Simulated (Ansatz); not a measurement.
# TaN: energy along a strain

TaN, Fm-3m, a = 4.417 Å. This isn't the usual stable structure of the compound. Ansatz: PBE, PAW, 420 eV, Γ-centred 24×24×24 mesh on 2 atoms, Gaussian smearing 0.15 eV; no spin polarisation. Cell vectors (Å): 0.000 2.209 2.209; 2.209 0.000 2.209; 2.209 2.209 0.000. The cell is strained by x per cent times the pattern (0 0 0 1 0 0) in the order xx yy zz yz xz xy (engineering shears), with fractional coordinates held. y is the free energy over the start, V0 = 10.774 Å³/atom. Symmetry makes y even in x. Points with a strain past 8.5 % were computed too (4) and aren't used here.

| x (%) | y (meV/atom) |
| --- | --- |
| -7.50 | 11.14 |
| 0.00 | 0.00 |
| 1.87 | 0.57 |
| 3.75 | 2.56 |
| 5.62 | ? |

Fit y = c2 x² + c4 x⁴ to the other rows, get the stiffness along the pattern, and predict the missing energy.

Least squares on the rows shown. y = 0.1753 x² + 0.0004047 x⁴. The clamped-ion stiffness p·C·p = 2 × 1.753 eV × 160.2 / 10.774 Å³ = 52 GPa, which is C44 in these axes. At x = 5.62 the fit asked for gives 5.94 meV/atom. The run gave 6.15 meV/atom, so the fit is 0.21 meV/atom too low, 1.9 % of the span of the series, against an rms of 0.03 meV/atom on the fitted rows. With a term in x⁶ added, a fit to the same known rows (none to spare) predicts 6.33 meV/atom, which misses by about as much or more on the other side: the known rows don't fix the higher terms.

Spin–orbit coupling is left out, which can shift energies with elements as heavy as these.